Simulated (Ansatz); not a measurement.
# Energy landscape near a BaS structure

The calculation used Ansatz, DFT PBEsol, scalar-relativistic, plane waves, PAW.

Plane waves to 420 eV, a k mesh through Γ of 8×8×8 on the computed 2-atom cell and Gaussian smearing (0.02 eV); no spin polarisation.

Reference cell:

```
CELL_PARAMETERS angstrom
0.00000 3.19375 3.19375
3.19375 0.00000 3.19375
3.19375 3.19375 0.00000
ATOMIC_POSITIONS crystal
Ba 0.00000 0.00000 0.00000
S 0.50000 0.50000 0.50000
```

Each variant moves atoms of this cell by the vectors given, if any (Å), and then applies a symmetric strain (tensor components, Cartesian axes). The reference cell isn't relaxed at this level. Energies are per atom at zero smearing, counted from the lowest variant. Pressure is positive in compression.

1. strain (xx yy zz yz xz xy, %) -4.26 -2.74 -2.79 -0.69 0.00 0.00; moves: Ba1 (0.000, -0.020, 0.022); S2 (0.000, 0.020, -0.022)
2. no strain; moves: Ba1 (0.000, 0.225, 0.000)
3. strain (xx yy zz yz xz xy, %) 4.62 1.42 7.21 -2.91 -0.94 2.58; moves: Ba1 (-0.075, 0.128, 0.021); S2 (0.075, -0.128, -0.021)
4. strain (xx yy zz yz xz xy, %) 0.47 0.47 0.47 -4.00 4.00 4.00
5. strain (xx yy zz yz xz xy, %) 0.22 -0.78 -0.18 2.04 -3.00 0.53; moves: Ba1 (-0.047, 0.115, 0.084); S2 (0.047, -0.115, -0.084)
6. strain (xx yy zz yz xz xy, %) 3.07 3.07 3.07 -4.00 4.00 4.00
7. strain (xx yy zz yz xz xy, %) -0.43 -0.43 -0.43 0.00 0.00 0.00

**Question.** Order the variants by energy, lowest first.

**Answer.** 7 (0.0 meV/atom), 2 (27.3 meV/atom), 1 (29.9 meV/atom), 4 (37.5 meV/atom), 5 (59.6 meV/atom), 6 (87.8 meV/atom), 3 (145.1 meV/atom).

**Question.** Order them by pressure, highest first.

**Answer.** 1 (4.10 GPa), 5 (0.19 GPa), 7 (-0.60 GPa), 2 (-0.63 GPa), 4 (-1.86 GPa), 3 (-4.20 GPa), 6 (-4.28 GPa).